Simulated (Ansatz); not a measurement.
Runs of Ansatz 0.2.0 on Hf. The structure is hexagonal, space group P6_3/mmc (No. 194). The conventional cell has a = 3.197 Å, b = 3.197 Å, c = 5.058 Å, α = 90.00°, β = 90.00°, γ = 120.00°. Hf (site symmetry -6m2) has 12 Hf at 3.13 to 3.20 Å as nearest neighbours. 

```tsv
task	level	cell	k mesh	cutoff (eV)	smearing	basis error allowed	mesh quality	gap on the mesh (eV)	pressure (GPa)	relaxed volume (Å³/atom)
relaxation of cell and atoms	revPBE	relaxed	10 × 10 × 5	-	fermi-dirac 0.05 eV	0.001 eV/atom	not flagged	-	0.0	22.95
single point	PBE	as given	10 × 10 × 5	213	gaussian 0.017 eV	0.001 eV/atom	not flagged	none	0.6	-
single point	PBE	as given	4 × 4 × 2	196	fermi-dirac 0.02 eV	0.002 eV/atom	coarse	none	0.4	-
relaxation of cell and atoms	BLYP+D3(BJ)	relaxed	10 × 10 × 5	-	fermi-dirac 0.05 eV	0.001 eV/atom	not flagged	-	0.0	(a)
band structure	PBE	as given	10 × 10 × 5	213	fermi-dirac 0.05 eV	0.001 eV/atom	not flagged	-	0.6	-
```

Alike in all rows: potentials or basis all-electron LAPW, scalar-relativistic; no spin polarisation.

Fill in the values left out.

(a) 21.32.

Caveats: some runs use coarse meshes; the k mesh is thin for a metal, which can move the energy by tens of meV per atom (some runs).

A k mesh can miss the band edges, and the runs leave out spin-orbit coupling on Hf.

A gap of «none» marks a metal or a gap under the smearing width.

Not every run made on this cell is shown here.
